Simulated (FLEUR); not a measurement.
Entries from a set of simulations; values are calculated unless marked as measured.

### Collinear magnetic orders of free-standing square V monolayer, spacing 3.002 A with FLEUR

The cell holds 2 atoms: 2 V. Its edges and angles: a = 3.002 Å, b = 6.004 Å, c = 14.000 Å, α = 90.0°, β = 90.0°, γ = 90.0°. model lattice. Vacuum lies along c.

```yaml
method: PBEsol; all-electron FLAPW film, Dirac cores, scalar-relativistic bands
program: FLEUR MaX-R8.1
settings_of_one_run: kmax 3.6 1/bohr, gmax 10.8 1/bohr, muffin tin radii V: 2.69 bohr, lmax V: [10, 8], hist occupations, smearing width 0.08 eV, mixer Anderson, mixing 0.03, max iterations 120, stop 2.00e-5 me/bohr³, film mode on, collinear spin, 10×5×1 k-mesh, mesh matched on, starting moments 1.5 -1.5 μB
cost: 5 runs, 11 min in all on 2 MPI ranks of Intel Xeon at 2.10GHz (Emerald Rapids), shared host (the runs of this entry)
notes: This is the lowest of 4 finished starts, no proof of the ground state.
lowest_state_found: antiferromagnetic (initial antiferro q=(0,1/2,0) +-)
largest_site_spin_moment: 3.04 μB
next_finished_state: ferromagnetic, 101 meV a seeded atom higher
energy_gained_by_spin_polarisation: 872 meV a seeded atom
```

The lowest state found is antiferromagnetic, reached from the start antiferro q=(0,1/2,0) +-, with moments up to 3.04 μB. The next finished state costs 101 meV a seeded atom.

[Logs and program files are shortened in this print: banners, set-up blocks, solver, clock and traceback lines can be left out without a mark of their own.]

[Logs are printed without paths, hosts, clocks, repeated set-up lines and the standing remarks that a program may print on its own settings, such as how far it seeks lower states.]

[Hosts, paths, dates, database ids (printed as entryN), source tags and the programs' standing remarks are cut or masked in the printed files.]

[Where a cell is said to come from a database of computed structures, the database is the Materials Project.]
